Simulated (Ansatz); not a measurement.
# I (C2/m) in Ansatz: reference runs

Aim: a first look at I with PBE, on the cell as given and on a disturbed one, then over a range of volumes.

Program: Ansatz 0.2.0. These are calculated values, not measurements. Logs are shortened: lines on timing, memory, paths and dates and some standing lists are left out, and cuts for length are marked.

## Step 1: The crystal as given

It takes space group C2/m (No. 12, monoclinic). The conventional cell has a = 5.077 Å, b = 7.413 Å, c = 2.880 Å, α = 90.00°, β = 124.24°, γ = 90.00°. Around I (site symmetry 2/m) lie 2 I at 2.88 Å.

## Step 2: Single point, PBE

Contents of input.yaml:

```yaml
crystal:
  lattice:
    - [2.5383465792, -3.7066249365, 0.0]
    - [2.5383465792, 3.7066249365, 0.0]
    - [-1.620874837, 0.0, 2.3810977968]
  atoms:
    - { symbol: I, position: [0.5, 0.5, 0.5] }
hamiltonian:
  xc: pbe
  pseudopotentials: { kind: paw }
kpoints:
  mp_grid: { grid: [7, 7, 11] }
scf:
  occupations: { method: fermi_dirac, width: 0.05 }
output:
  forces: true
  stress: true
  eigenvalues: true
  write_density: true
  write_potential: true
  elf: true
  volumetric_format: npy
```

Potentials or basis: Ansatz PAW.

The run is started by

```console
> ansatz run input.yaml --threads 2 --pin off --max-ram 5120MiB --backend cpu --events-out ev --progress --plain --runs-dir out
```

Log:

```text
Warning: RAYON_NUM_THREADS=2 ignored (pool sized by the plan → 2); use --threads N
Engine: ansatz 0.2.0, aarch64-unknown-linux-gnu
Pseudopotentials: kind: paw
Pseudopotential: I, paw, valence charge 17, recommended cutoff 420 eV (normal), I.paw.azcp
Functional definition: PBE
  parameter kappa = 0.804
  parameter beta = 0.06672455060314922
  exchange = pbe_x(kappa = kappa, mu = beta*pi^2/3)
  correlation = pbe_c(beta = beta)
Crystal: 1 atoms, lattice volume = 44.806 Å³
Basis set: ecut = 420 eV, 871 PW (Γ), exchange–correlation on 64×64×40 points (8 copies of the dense FFT grid, shifted against one another)
Bands: 13, of which v1, the nominal top of the filled ones, is band 9 counted from 1 (8 counted from 0)
Symmetry: 4 space group operations
Space group: C2/m (ITA 12), of the structure as read, at distance tolerance 3.6e-5 Å
k-points: 156 of 539
Non-local potential: I, projectors of the file, l = 0: 2, l = 1: 2, l = 2: 2, l = 3: 2
PAW form: soft (Blöchl's): semilocal exchange-correlation on the pseudo side does not see the compensation charge
PAW one-centre angular grid: I, 590 points (default); XC on 64 Gauss nodes
Initial density: superposition of atomic densities (neutral atoms: chi_scale 0, normalization atom), corrected by the library's trained network
Initial wavefunctions: pseudopotential atomic-orbital guess
Functional: x = pbe(κ = 0.804, μ = 0.2195149727645171), c = pbe(β = 0.06672455060314922)
SCF iter   1: F=—  HF=-7512.781670 eV  |F-HF|=—  |Δ(HF+E_count)|=         —  Δρ=4.59e-3  dr2=1.33e-2  ethr=1.77e-3  ⟨swp⟩=6.2  Hψ=13789  notcnv=0
preconditioner: auto → none  [metal: Δε(μ)=0.089 eV  Ē_g=13.081 eV  σ=0.050 eV  W_gap=0.36  n_scr=6 (ndim 8)  ℏωp=14.7 eV  f_vac=0.129  D(μ)=0.43/eV (n_scr^D=0)  sad-step TF]
SCF iter   2: F=—  HF=-7512.778221 eV  |F-HF|=—  |Δ(HF+E_count)|=   3.45e-3  Δρ=2.63e-3  dr2=5.01e-3  ethr=7.84e-5  ⟨swp⟩=1.7  Hψ=3499  notcnv=0  defer=4
SCF iter   3: F=—  HF=-7512.776389 eV  |F-HF|=—  |Δ(HF+E_count)|=   1.83e-3  Δρ=4.82e-4  dr2=1.02e-4  ethr=2.95e-5  ⟨swp⟩=2.0  Hψ=3172  notcnv=0  defer=4
SCF iter   4: F=—  HF=-7512.776351 eV  |F-HF|=—  |Δ(HF+E_count)|=   3.87e-5  Δρ=1.22e-4  dr2=8.02e-6  ethr=6.01e-7  ⟨swp⟩=2.0  Hψ=3312  notcnv=0  defer=4
SCF iter   5: F=—  HF=-7512.776358 eV  |F-HF|=—  |Δ(HF+E_count)|=   7.13e-6  Δρ=4.96e-5  dr2=8.11e-7  ethr=4.72e-8  ⟨swp⟩=2.0  Hψ=2558  notcnv=0  defer=4
SCF iter   6: F=-7512.776357 eV  HF=-7512.776358 eV  |F-HF|=6.52e-8  |Δ(HF+E_count)|=   2.15e-7  Δρ=1.57e-5  dr2=7.62e-8  ethr=5.88e-10  ⟨swp⟩=12.0  Hψ=15424  notcnv=0
SCF 1 converged in 6 iterations: F = -7512.776357 eV  dr2 = 7.62e-8
SCF converged after 6 iterations
Free energy (F): -7512.776357 eV
Harris-Foulkes:  -7512.776358 eV  (|F-HF|=6.52e-8)
Internal energy: -7512.770939 eV  (E = F + TS)
E sigma→0 (E₀):  -7512.773648 eV
Entropy (-TS):   -0.005419 eV (-5.419 meV/atom)
Fermi energy:    4.405364 eV
--- Per-component energies (eV) ---
  E_band       = -408.106519
  E_kinetic    = 188.426448
  E_local      = -2126.651229  (includes V_loc(G=0)·N_el)
  E_nonlocal   = -91.704481
  E_hartree    = 1082.042750
  E_xc         = -127.665775
  E_vxc        = -127.993422  (∫ρ·V_xc dr)
  E_paw        = -4814.963338  (= ΣΔE_a)
  E_vpaw       = -414.277213  (= ΣTr[D̂ρ^β])
  E_aug_tail   = -0.000006  (compensation charges beyond the density's cutoff)
  E_ewald      = -1622.255309
  E_smearing   = -0.005419  (= −TS)
  E_closure    = 0.000000  (closes the sum)
  Σ components = -7512.776357   (vs F -7512.776357, Δ=0.00e0)
--- Forces (eV/Å), atoms counted from 1 ---
  atom   1  I     -0.00000000     0.00000000    -0.00000000
  max |Σ_I F_I| component: 6.31e-30 eV/Å
--- Stress (GPa, compression-positive) ---
        1.032994       0.000000      -0.779009
        0.000000       0.788291       0.000000
       -0.779009       0.000000       1.574430
  P = ⅓ Tr σ = 1.1319 GPa (11.319 kbar)
--- Band table (eV; the first three rows and the last of 156) ---
  k-point 0: bands = ["-40.6740", "-40.5122", "-40.4682", "-40.1755", "-40.1742", "-9.2129", "2.8215", "2.8425", "8.3127", "8.7325", "12.2867", "12.5928", "15.0873"]
  k-point 1: bands = ["-40.6657", "-40.5144", "-40.4703", "-40.1753", "-40.1740", "-9.0604", "2.7914", "2.9120", "7.0582", "9.1186", "12.3867", "12.5881", "15.7868"]
  k-point 2: bands = ["-40.6435", "-40.5202", "-40.4761", "-40.1749", "-40.1734", "-8.6128", "2.7364", "3.1656", "4.7184", "10.1002", "12.2061", "13.5020", "15.3135"]
  k-point 155: bands = ["-40.5714", "-40.5389", "-40.4946", "-40.1733", "-40.1712", "-6.3000", "-0.9537", "3.3669", "4.0834", "9.7690", "10.8754", "14.7975", "15.8310"]
```

It took 3.3 s on 2 threads of Arm Neoverse V1, shared host; peak memory 0.36 GiB.

What came out:

```yaml
Free_energy: -7512.7764 eV
Pressure: 1.1 GPa
Band_gap_on_the_k_mesh: none (metal or under the smearing width)
```

Stress tensor (GPa, compression positive):
```
 1.03  0.00 -0.78
 0.00  0.79  0.00
-0.78  0.00  1.57
```

Levels at points of the mesh, in eV from the Fermi level:
```csv
k point,band 6,band 7,band 8,band 9,band 10,band 11
"(0.00, 0.00, 0.00)",-13.62,-1.58,-1.56,3.91,4.33,7.88
```

Caveat: an odd number of electrons without spin polarisation forces a metal; a magnetic or distorted state may lie lower. Spin-orbit coupling is left out, which matters for the levels of I.

## Step 3: Single point, PBE (cell strained at random at fixed volume)

Contents of input.yaml:

```yaml
crystal:
  lattice:
    - [2.441243, -3.648308, -0.011653]
    - [2.630588, 3.777974, -0.064868]
    - [-1.655213, -0.058492, 2.405832]
  atoms:
    - { symbol: I, position: [0.506752, 0.495456, 0.515719] }
hamiltonian:
  xc: pbe
  pseudopotentials: { kind: paw }
kpoints:
  mp_grid: { grid: [7, 7, 11] }
scf:
  occupations: { method: fermi_dirac, width: 0.05 }
output:
  forces: true
  stress: true
  eigenvalues: true
```

Potentials or basis: Ansatz PAW.

The run is started by

```console
> ansatz run input.yaml --threads 2 --pin off --max-ram 5120MiB --backend cpu --events-out ev --progress --plain --runs-dir out
```

It took 4.2 s on 2 threads of Arm Neoverse V1, shared host; peak memory 0.41 GiB.

The run converged. Its results:

```
Free energy            : -7512.7782 eV
Pressure               : 0.5 GPa
Band gap on the k mesh : none (metal or under the smearing width)
```

Stress tensor (GPa, compression positive):
```
 0.40 -0.15  0.03
-0.15  0.80  0.03
 0.03  0.03  0.30
```

Levels at points of the mesh, in eV from the Fermi level:
```csv
k point,band 6,band 7,band 8,band 9,band 10,band 11
"(0.00, 0.00, 0.00)",-13.44,-1.44,-1.33,3.64,4.49,7.86
```

Caveat: an odd number of electrons without spin polarisation forces a metal; a magnetic or distorted state may lie lower. Spin-orbit coupling is left out, which matters for the levels of I.

## Step 4: Single point, PBE, 42.12 Å³/atom (volume scaled by 0.94)

Contents of input.yaml:

```yaml
crystal:
  lattice:
    - [2.4865290481, -3.630958298, 0.0]
    - [2.4865290481, 3.630958298, 0.0]
    - [-1.5877864743, 0.0, 2.3324903252]
  atoms:
    - { symbol: I, position: [0.5, 0.5, 0.5] }
hamiltonian:
  xc: pbe
  pseudopotentials: { kind: paw }
kpoints:
  mp_grid: { grid: [7, 7, 11] }
scf:
  occupations: { method: fermi_dirac, width: 0.05 }
output:
  forces: true
  stress: true
  eigenvalues: true
```

The run is started by

```console
> ansatz run input.yaml --threads 2 --pin off --max-ram 5120MiB --backend cpu --events-out ev --progress --plain --runs-dir out
```

Wall time 2.3 s (2 threads of Arm Neoverse V1, shared host); peak memory 0.35 GiB.

Results (log left out):

```yaml
Free_energy: -7512.7436 eV
Pressure: 2.9 GPa
Band_gap_on_the_k_mesh: none (metal or under the smearing width)
```

Caveat: an odd number of electrons without spin polarisation forces a metal; a magnetic or distorted state may lie lower.

## Step 5: Single point, PBE, 43.01 Å³/atom (volume scaled by 0.96)

Edit input.yaml of step 4 so:

```diff
@@ -2,5 +2,5 @@
   lattice:
-    - [2.4865290481, -3.630958298, 0.0]
-    - [2.4865290481, 3.630958298, 0.0]
-    - [-1.5877864743, 0.0, 2.3324903252]
+    - [2.504040393, -3.6565292694, 0.0]
+    - [2.504040393, 3.6565292694, 0.0]
+    - [-1.5989684376, 0.0, 2.3489168547]
   atoms:
```

The run is started by

```console
> ansatz run input.yaml --threads 2 --pin off --max-ram 5120MiB --backend cpu --events-out ev --progress --plain --runs-dir out
```

Wall time 2.3 s (2 threads of Arm Neoverse V1, shared host); peak memory 0.35 GiB.

Results (log left out):

```yaml
Free_energy: -7512.7578 eV
Pressure: 2.2 GPa
Band_gap_on_the_k_mesh: none (metal or under the smearing width)
```

Caveat: an odd number of electrons without spin polarisation forces a metal; a magnetic or distorted state may lie lower.

## Step 6: Single point, PBE, 43.91 Å³/atom (volume scaled by 0.98)

Edit input.yaml of step 5 so:

```diff
@@ -2,5 +2,5 @@
   lattice:
-    - [2.504040393, -3.6565292694, 0.0]
-    - [2.504040393, 3.6565292694, 0.0]
-    - [-1.5989684376, 0.0, 2.3489168547]
+    - [2.5213101828, -3.6817475095, 0.0]
+    - [2.5213101828, 3.6817475095, 0.0]
+    - [-1.6099961546, 0.0, 2.3651167932]
   atoms:
```

Potentials or basis: Ansatz PAW.

The run is started by

```console
> ansatz run input.yaml --threads 2 --pin off --max-ram 5120MiB --backend cpu --events-out ev --progress --plain --runs-dir out
```

It took 2.5 s on 2 threads of Arm Neoverse V1, shared host; peak memory 0.35 GiB.

Results (log left out):

```yaml
Free_energy: -7512.7686 eV
Pressure: 1.6 GPa
Band_gap_on_the_k_mesh: none (metal or under the smearing width)
```

Caveat: an odd number of electrons without spin polarisation forces a metal; a magnetic or distorted state may lie lower.

## Step 7: Single point, PBE, 44.81 Å³/atom

Contents of input.yaml:

```yaml
crystal:
  lattice:
    - [2.5383465792, -3.7066249365, 0.0]
    - [2.5383465792, 3.7066249365, 0.0]
    - [-1.620874837, 0.0, 2.3810977968]
  atoms:
    - { symbol: I, position: [0.5, 0.5, 0.5] }
hamiltonian:
  xc: pbe
  pseudopotentials: { kind: paw }
kpoints:
  mp_grid: { grid: [7, 7, 11] }
scf:
  occupations: { method: fermi_dirac, width: 0.05 }
output:
  forces: true
  stress: true
  eigenvalues: true
  write_density: true
  write_potential: true
  elf: true
  volumetric_format: npy
```

The run is started by

```console
> ansatz run input.yaml --threads 2 --pin off --max-ram 5120MiB --backend cpu --events-out ev --progress --plain --runs-dir out
```

Run time: 3.3 s. Hardware: 2 threads of Arm Neoverse V1, shared host; peak memory 0.36 GiB.

The run converged. Its results:

| Property | Result |
| --- | --- |
| Free energy | -7512.7764 eV |
| Pressure | 1.1 GPa |
| Band gap on the k mesh | none (metal or under the smearing width) |

Caveat: an odd number of electrons without spin polarisation forces a metal; a magnetic or distorted state may lie lower.

## Step 8: Single point, PBE, 45.70 Å³/atom (volume scaled by 1.02)

Contents of input.yaml:

```yaml
crystal:
  lattice:
    - [2.5551573114, -3.7311728369, 0.0]
    - [2.5551573114, 3.7311728369, 0.0]
    - [-1.6316094203, 0.0, 2.3968671159]
  atoms:
    - { symbol: I, position: [0.5, 0.5, 0.5] }
hamiltonian:
  xc: pbe
  pseudopotentials: { kind: paw }
kpoints:
  mp_grid: { grid: [7, 7, 11] }
scf:
  occupations: { method: fermi_dirac, width: 0.05 }
output:
  forces: true
  stress: true
  eigenvalues: true
```

The run is started by

```console
> ansatz run input.yaml --threads 2 --pin off --max-ram 5120MiB --backend cpu --events-out ev --progress --plain --runs-dir out
```

It took 2.6 s on 2 threads of Arm Neoverse V1, shared host; peak memory 0.36 GiB.

The run converged. Its results:

```
Free energy            : -7512.7814 eV
Pressure               : 0.7 GPa
Band gap on the k mesh : none (metal or under the smearing width)
```

Caveat: an odd number of electrons without spin polarisation forces a metal; a magnetic or distorted state may lie lower.

## Step 9: Single point, PBE, 46.60 Å³/atom (volume scaled by 1.04)

Contents of input.yaml:

```yaml
crystal:
  lattice:
    - [2.5717497069, -3.7554019108, 0.0]
    - [2.5717497069, 3.7554019108, 0.0]
    - [-1.6422045835, 0.0, 2.4124316242]
  atoms:
    - { symbol: I, position: [0.5, 0.5, 0.5] }
hamiltonian:
  xc: pbe
  pseudopotentials: { kind: paw }
kpoints:
  mp_grid: { grid: [7, 7, 11] }
scf:
  occupations: { method: fermi_dirac, width: 0.05 }
output:
  forces: true
  stress: true
  eigenvalues: true
  write_density: true
  write_potential: true
  elf: true
  volumetric_format: npy
```

Potentials or basis: Ansatz PAW.

The run is started by

```console
> ansatz run input.yaml --threads 2 --pin off --max-ram 5120MiB --backend cpu --events-out ev --progress --plain --runs-dir out
```

Wall time 3.8 s (2 threads of Arm Neoverse V1, shared host); peak memory 0.36 GiB.

The run converged. Its results:

- Free energy: -7512.7841 eV
- Pressure: 0.3 GPa
- Band gap on the k mesh: none (metal or under the smearing width)

Caveat: an odd number of electrons without spin polarisation forces a metal; a magnetic or distorted state may lie lower.

## Step 10: Single point, PBE, 47.49 Å³/atom (volume scaled by 1.06)

Contents of input.yaml:

```yaml
crystal:
  lattice:
    - [2.5881307199, -3.7793223132, 0.0]
    - [2.5881307199, 3.7793223132, 0.0]
    - [-1.6526647673, 0.0, 2.4277978451]
  atoms:
    - { symbol: I, position: [0.5, 0.5, 0.5] }
hamiltonian:
  xc: pbe
  pseudopotentials: { kind: paw }
kpoints:
  mp_grid: { grid: [7, 7, 11] }
scf:
  occupations: { method: fermi_dirac, width: 0.05 }
output:
  forces: true
  stress: true
  eigenvalues: true
```

The run is started by

```console
> ansatz run input.yaml --threads 2 --pin off --max-ram 5120MiB --backend cpu --events-out ev --progress --plain --runs-dir out
```

Run time: 2.8 s. Hardware: 2 threads of Arm Neoverse V1, shared host; peak memory 0.36 GiB.

It converged, with:

* Free energy: -7512.7846 eV
* Pressure: -0.1 GPa
* Band gap on the k mesh: none (metal or under the smearing width)

Caveat: an odd number of electrons without spin polarisation forces a metal; a magnetic or distorted state may lie lower.

## Step 11: Equation of state, PBE

Potentials or basis: Ansatz PAW.

This step only gathers the single runs of the series.

Results:

```yaml
Equilibrium_volume: 47.29 Å³/atom
Bulk_modulus_at_fixed_shape_and_positions: 18.1 GPa
Pressure_derivative_of_the_bulk_modulus: 5.5
```

Energy against volume, from the lowest point:
| volume (Å³/atom) | energy (meV/atom) |
| --- | --- |
| 42.118 | 41.00 |
| 43.014 | 26.77 |
| 43.910 | 15.98 |
| 44.806 | 8.25 |
| 45.702 | 3.21 |
| 46.598 | 0.55 |
| 47.494 | 0.00 |

Caveat: the cell was scaled at fixed shape and fractional positions, which overstates the stiffness of a crystal with free parameters, most of all of layers and chains. The run has no spin-orbit coupling, so splittings on I are missing.

## Step 12: Overview

| task | cell | gap on the mesh (eV) | pressure (GPa) |
| --- | --- | --- | --- |
| single point | as given | none | 1.1 |
| single point | cell strained at random at fixed volume | none | 0.5 |
| equation of state | as given | - | - |

Alike in all rows: level PBE; potentials or basis Ansatz PAW; no spin polarisation; k mesh 7 × 7 × 11; cutoff (eV) 420; smearing fermi-dirac 0.05 eV.

Caveats: an odd number of electrons without spin polarisation forces a metal (some runs); a magnetic or distorted state may lie lower (some runs); the cell was scaled at fixed shape and fractional positions, which overstates the stiffness of a crystal with free parameters, most of all of layers and chains (some runs).

Absolute energies hang on the potentials; compare differences alone.
